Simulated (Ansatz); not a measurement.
ZnS (Wurtzite-4H):

```xyz
8
Lattice="3.8227 0.0000 0.0000 -1.9114 3.3106 0.0000 0.0000 0.0000 12.5200" Properties=species:S:1:pos:R:3 pbc="T T T"
Zn    1.9114    1.1035    9.3900
Zn    0.0000    2.2070    3.1300
Zn    0.0000    0.0000    6.2600
Zn    0.0000    0.0000    0.0000
S     1.9114    1.1035   11.7375
S     0.0000    2.2070    5.4775
S     0.0000    0.0000    8.6075
S     0.0000    0.0000    2.3475
```

Base run:

| Property | Result |
| --- | --- |
| Program | Ansatz 0.2.0 |
| Functional | exchange-only PBE |
| Potentials or basis | Ansatz PAW |
| Cutoff | 420 eV (not typed: the program's choice for these potentials) |
| k mesh | 8 × 8 × 3 |
| Occupations | fermi-dirac, width 0.05 eV |
| Spin | no spin polarisation |

Its results: band gap on the k mesh 2.16 eV, direct; pressure 11.8 GPa; largest force 0.061 eV/Å.

Task: The run is repeated on the same cell with these changes: functional from exchange-only PBE to PBE; potentials or basis from Ansatz PAW to PseudoDojo stringent (PBE files); cutoff from 420 eV (not typed: the program's choice for these potentials) to 1143 eV; valence electrons from 72 to 104. What comes out?

Result: Band gap on the k mesh 2.13 eV, direct; pressure 1.3 GPa; largest force 0.043 eV/Å.

Caveats: the PAW data sets come from PBE, with cores solved anew for the run's functional, which leaves a small shift of forces and pressure (some runs).
